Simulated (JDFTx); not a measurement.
## TiCo in JDFTx: the effect of Hubbard term

TiCo:

```xyz
2
Lattice="2.9861 0.0000 0.0000 0.0000 2.9861 0.0000 0.0000 0.0000 2.9861" Properties=species:S:1:pos:R:3 pbc="T T T"
Co    1.4931    1.4931    1.4931
Ti    0.0000    0.0000    0.0000
```

The cell comes from a database or a generator and needn't be the stable form of this composition.

Alike in all runs:

* Program: JDFTx 1.7.0 (patched build)
* Task: single point
* Functional: PBE
* Potentials or basis: PseudoDojo-SR-PBE-0.5-standard with smoothed tails
* Cutoff: 1306 eV
* Density cutoff: 10449 eV
* k mesh: 9 × 9 × 9
* Occupations: fermi-dirac, width 0.05 eV
* Spin: collinear spin, ferromagnetic start
* Starting moments: [2.0, 1.0] μB
* Local potential set to -Z/r beyond: 6 bohr
* Density cutoff over wavefunction cutoff: 8
* Max SCF steps: 100
* SCF threshold on the energy: 1e-09 Ha
* Solver of the electrons: scf
* Further solve for the empty bands: yes

| Hubbard term | pressure (GPa) | moment (μB) |
| --- | --- | --- |
| none | -0.5 | 0.82 |
| Co d U = 1 eV, Ti d U = 1 eV | 1.9 | 0.84 |
| Co d U = 2 eV, Ti d U = 2 eV | ? | ? |
| Co d U = 3 eV, Ti d U = 3 eV | 10.4 | 0.48 |
| Co d U = 4 eV, Ti d U = 4 eV | 19.1 | 0.15 |
| Co d U = 6 eV, Ti d U = 6 eV | 39.0 | 0.62 |
| Co d U = 8 eV, Ti d U = 8 eV | 84.0 | 4.62 |

What does the run with Hubbard term Co d U = 2 eV, Ti d U = 2 eV give?

Pressure 5.6 GPa; moment 0.78 μB.

Worked out: A parabola through the other rows of the pressure, of slope 4.1 GPa per eV there, gives 3.3 GPa, against the run's 5.6. The moment follows no smooth curve through the other rows.

Caveats: the U is typed as a test and isn't derived for this compound (some runs); a pressure of tens of GPa on the cell as given is suspect, and the run, the potentials or the cell itself is likely at fault (some runs).
